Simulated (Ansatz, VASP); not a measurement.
## Co in VASP and in Ansatz

The input INCAR:

```
PREC = Accurate
ENCUT = 520
EDIFF = 1E-6
ISMEAR = -1
SIGMA = 0.05
LREAL = False
LASPH = True
NELM = 150
ALGO = Normal
ISIF = 2
LWAVE = False
LCHARG = True
ISPIN = 2
MAGMOM = 2 2
LORBIT = 11
LMAXMIX = 4
GGA = PS
LELF = True
LVHAR = True
NBANDS = 20
```

KPOINTS

```
regular mesh
0
Gamma
  12 12 7
```

POSCAR

```
Co
1.0
    2.4385904036      0.0000000000      0.0000000000
   -1.2192952018      2.1118812389      0.0000000000
    0.0000000000      0.0000000000      3.9667976331
Co
2
Direct
    0.6666666667      0.3333333333      0.7500000000
    0.3333333333      0.6666666667      0.2500000000
```

input.yaml

```yaml
crystal:
  lattice:
    - [2.4385904036, 0.0, 0.0]
    - [-1.2192952018, 2.1118812389, 0.0]
    - [0.0, 0.0, 3.9667976331]
  atoms:
    - { symbol: Co, position: [0.6666666667, 0.3333333333, 0.75], spin: 2.0 }
    - { symbol: Co, position: [0.3333333333, 0.6666666667, 0.25], spin: 2.0 }
kpoints:
  mp_grid: { grid: [12, 12, 7] }
scf:
  occupations: { method: fermi_dirac, width: 0.05 }
hamiltonian:
  xc: pbesol
  pseudopotentials: { kind: all_electron, lapw: { basis_error: 0.001 } }
magnetization:
  spin_polarized: true
output:
  forces: true
  stress: true
  eigenvalues: true
```

Change from the starting cell: volume scaled by 0.96.

Alike in both runs: task single point; functional PBEsol; k mesh 12 × 12 × 7; occupations fermi-dirac, width 0.05 eV; collinear spin.

|  | VASP | Ansatz |
| --- | --- | --- |
| version | VASP 6.6.1 | Ansatz 0.2.0 |
| potentials or method | VASP PAW PBE potentials, release 64 (Co) | all-electron LAPW, scalar-relativistic |
| plane-wave cutoff (eV) | 520 | see its input |

|  | VASP | Ansatz | Ansatz less VASP |
| --- | --- | --- | --- |
| gap on the k mesh at the Fermi level (eV) | none | none | - |
| pressure (GPa) | 2.5 | 3.4 | +0.98 |
| largest component of the traceless stress (GPa) | 1.89 | 1.92 | +0.030 |
| net moment per atom (μB) | 1.54 | 1.54 | +0.008 |
| size of the moment on the site where the two differ most (μB) | 1.54 | 1.59 | +0.049 |

Site moments also hang on the region over which each program counts them. A gap of «none» marks a metal or a gap that the smearing closes. Ansatz ran all-electron here, so the differences hold the error of VASP's frozen core and of both bases.

Caveats: the PAW data sets were made with another functional, which shifts forces and pressure a little (VASP).
